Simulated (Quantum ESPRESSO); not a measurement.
HfO2:

```
CELL_PARAMETERS angstrom
3.55802 0.00000 0.00000
0.00000 3.55802 0.00000
0.00000 0.00000 5.17186
ATOMIC_POSITIONS crystal
Hf 0.00000 0.00000 0.00000
Hf 0.50000 0.50000 0.50000
O 0.00000 0.50000 0.19721
O 0.50000 0.00000 0.30279
O 0.50000 0.00000 0.80279
O 0.00000 0.50000 0.69721
```

Measurements of this composition are mostly on another form, of space group No. 14.

Base run:

| Item | Value |
| --- | --- |
| Program | Quantum ESPRESSO 7.5 |
| Functional | AM05 |
| Potentials or basis | GBRV 1.5 PBE |
| Cutoff | 612 eV |
| Density cutoff | 4898 eV |
| k mesh | 6 × 6 × 4, shifted |
| Occupations | fermi-dirac, width 0.05 eV |
| Spin | no spin polarisation |

Its results: pressure 0.9 GPa; largest force 0.072 eV/Å; electronic dielectric tensor (diagonal) 5.25, 5.25, 4.73.

Task: The run is repeated on the same cell with these changes: functional from AM05 to PBE. What comes out?

Result: Pressure 8.2 GPa; largest force 0.140 eV/Å; electronic dielectric tensor (diagonal) 5.14, 5.14, 4.64.

PBE binds less tightly than AM05, so the same cell stands under more pressure.

Caveats: the potentials were made for another functional, which shifts forces and pressure (some runs); the cell is more than 3 GPa from zero pressure, which shifts response properties (some runs).

Not every run made on this cell is shown here.
